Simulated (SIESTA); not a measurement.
Wanted: the native input for a SIESTA 5.4.2 run.

| Quantity | Value |
| --- | --- |
| Task | atomic charges |
| Functional | PBEJsJrLO |
| Potentials or basis | PseudoDojo 0.5 standard (PBE files) |
| Basis | DZP (energy shift 0.002 Ry) |
| Grid cutoff | 800 Ry |
| Energy shift | 0.002 Ry |
| k mesh | 11 × 11 × 11 |
| Occupations | fermi-dirac, width 0.05 eV |
| Spin | no spin polarisation |

The system is Ti.

```
Ti
1.0
    -1.64933    1.64126    1.60907
     1.66958   -1.66192    1.64999
     1.63200    1.64460   -1.62973
Ti
1
Cartesian
  0.0474 0.0649 -0.0069
```

The cell isn't the ideal one: cell strained at random at fixed volume.

One way to write it, as run:

Ti.fdf

```
SystemName                      Titanium
SystemLabel                     Ti
NumberOfSpecies                 1
NumberOfAtoms                   1
%block ChemicalSpeciesLabel
  1  22 Ti
%endblock ChemicalSpeciesLabel
%include structure.fdf

%block kgrid.MonkhorstPack
   11   0   0  0.0
    0  11   0  0.0
    0   0  11  0.0
%endblock kgrid.MonkhorstPack
XC.Functional                   GGA
XC.Authors                      PBEJsJrLO
PAO.BasisSize                   DZP
PAO.EnergyShift                 0.002 Ry
Mesh.Cutoff                     800 Ry
OccupationFunction              FD
ElectronicTemperature           0.05 eV
MaxSCFIterations                120
SCF.MustConverge                false
SCF.Mixer.Method                Pulay
SCF.Mixer.Weight                0.25
SCF.Mixer.History               8
SCF.DM.Tolerance                5.0e-05
SCF.H.Tolerance                 1.0e-03 eV
WriteForces                     true
Charge.Mulliken                 end
Charge.Hirshfeld                end
Charge.Voronoi                  end
Charge.Mulliken.Format          2
```

structure.fdf

```
LatticeConstant                 1.0 Ang
%block LatticeVectors
    -1.6493280000     1.6412560000     1.6090680000
     1.6695800000    -1.6619210000     1.6499850000
     1.6320030000     1.6445950000    -1.6297330000
%endblock LatticeVectors
AtomicCoordinatesFormat         Fractional
%block AtomicCoordinatesAndAtomicSpecies
     0.0177360000     0.0124130000     0.0342940000  1  Ti
%endblock AtomicCoordinatesAndAtomicSpecies
```

Potentials or basis: PseudoDojo 0.5 standard (PBE files), DZP (energy shift 0.002 Ry).

Run with:

```console
$ siesta Ti.fdf > Ti.out 2>&1
```

It gave:

- Pressure: -5.2 GPa
- Band gap on the k mesh: none (metal or under the smearing width)

Caveat: semicore shells carry a single zeta, which can move pressures by several GPa and volumes by a few percent; the potentials were made for another functional, which shifts forces and pressure; the basis of atomic orbitals isn't converged, which shifts pressures, moduli and gaps.

Wall time 33 s on 1 thread of Arm Neoverse V2, on a shared host, peak memory 0.22 GiB.
